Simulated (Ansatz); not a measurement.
**Contact hyperfine fields in Li8NbO6**

Cell: a Materials Project structure (computed, not necessarily an observed phase), atoms as given.

Space group P-1 (No. 2); a = 5.4311, b = 5.5388, c = 6.0256 Å, α = 91.03°, β = 115.89°, γ = 119.19°.

| site | Wyckoff | site symmetry | x | y | z |
| --- | --- | --- | --- | --- | --- |
| Li1 | 2i | 1 | 0.8693 | 0.7641 | 0.3619 |
| Li2 | 2i | 1 | 0.4120 | 0.8989 | 0.6448 |
| Li3 | 2i | 1 | 0.7361 | 0.5032 | 0.6349 |
| Li4 | 2i | 1 | 0.2981 | 0.6366 | 0.9670 |
| Nb | 1a | -1 | 0.0000 | 0.0000 | 0.0000 |
| O10 | 2i | 1 | 0.1319 | 0.9056 | 0.7558 |
| O11 | 2i | 1 | 0.1541 | 0.7628 | 0.2438 |
| O12 | 2i | 1 | 0.4812 | 0.3891 | 0.2418 |

One atom of each set is listed.

All values are calculated (Ansatz; DFT, r2SCAN, plane waves and PAW with frozen cores, scalar-relativistic, collinear spin, 500 eV cutoff, Γ-centred 8×7×7 k-points, Fermi–Dirac smearing 0.05 eV), not measured. Start moments as typed (μB): 1 on each Nb, none on the rest.

B_c = (2μ₀/3)μB(ρ↑ − ρ↓), with the spin density averaged over the Thomson radius around the nucleus, 7.77 T per e/Å³, positive along the up direction of the run. The valence column is what the valence and semicore waves of the PAW files give as listed; the rest comes from solving these waves and the inner shells again in each spin's potential.

Problem. Give the site moments and the Fermi-contact fields.

Solution. The cell's net moment is 1.00 μB; the site moments, counted in spheres around the atoms, add up to 0.57 μB, and the difference lies between the spheres. One atom of each set is listed.

```tsv
site	m (μB)	B_c (T)	valence column (T)	rest (T)
Li1	0.00	0.0	0.0	0.0
Li2	0.00	-0.1	-0.1	0.0
Li3	0.00	0.0	0.0	0.0
Li4	0.00	0.0	0.0	0.0
Nb	0.48	-17.3	-12.0	-5.3
O10	-0.01	0.0	-0.1	0.2
O11	0.03	0.6	1.1	-0.4
O12	0.03	0.5	0.9	-0.4
```

At this cell the r2SCAN pressure is -6 GPa, so with r2SCAN the cell would shrink if it were relaxed. The entry's cell may itself be off. The largest force is 0.5 eV/Å, so the atoms aren't at the calculated equilibrium and relaxing them would move these values. The program didn't check the stability of this electronic state in full, so a lower one may lie near. All moments on Nb are parallel here (one such atom a cell), as the cell imposes; many such compounds order antiparallel, where fields on atoms that lie between magnetic neighbours largely cancel. The magnetic order is the one that the run reached from its start moments, not necessarily the measured one. Spin–orbit coupling is left out, which matters on Nb. Semilocal functionals underestimate core polarisation, so for a given moment the contact field on a magnetic ion comes out too small, by up to a factor of two. Orbital and dipolar fields are left out; they are small for half-filled shells and for d³ or d⁸ ions in regular octahedra, but can rival the contact field on other open-shell ions. Fields under about 2 T can be off by more than a tenth.

Hardware: 1 thread of Intel Xeon Platinum 8488C (Sapphire Rapids) (x86_64; 16 cores open to the job, memory cap 3.0 GiB, no GPU), a shared host with a load of 0.3 a core. Wall time 6.5 min, CPU time 6.4 min, peak memory 2.5 GiB.
